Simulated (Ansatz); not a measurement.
Zincblende SnSe, relaxed with r2SCAN in the PAW code Ansatz. The symmetry is F-43m (No. 216, cubic); a = 6.728 Å in the conventional setting, 38.07 Å³ an atom. Sn is surrounded by 4 Se at 2.91 Å; Se is surrounded by 4 Sn at 2.91 Å.

The axes x, y and z are those of this cell:
```xyz
2
Lattice="0.0000 3.3640 3.3640 3.3640 0.0000 3.3640 3.3640 3.3640 0.0000" Properties=species:S:1:pos:R:3 pbc="T T T"
Sn    0.0000    0.0000    0.0000
Se    1.6820    1.6820    1.6820
```

Unstrained: The HSE06 gap is indirect, 0.304 eV (W to X), below the direct gap of 1.043 eV at X. Meshes: HSE06 4×4×4. Strains are changes of length per length. After each strain the atoms were relaxed again with r2SCAN within the symmetry that the strain leaves, so tilts or polar shifts that break it weren't tested; points keep the names that they have in the unstrained zone. The cell comes from a prototype generator: it can be a known phase or a hypothetical one. Spin polarisation is off.

(1) Apply uniaxial -2.13 % along z, other directions held. How far does the gap move, against the unstrained cell?

(2) Apply biaxial +3.05 % in x and y, z held. How far does the gap move, against the unstrained cell?

Answers

(1) HSE06: the gap goes from 0.304 to 0.121 eV (-0.183 eV); so small a gap is at the limit of these settings.

(2) HSE06: the gap goes from 0.304 to 0.410 eV (+0.106 eV).

No spin-orbit coupling is included; it can move band edges with weight on the heavy atoms by tenths of an eV.

The meshes of the hybrids are coarse, so their gaps aren't converged to the digits shown.
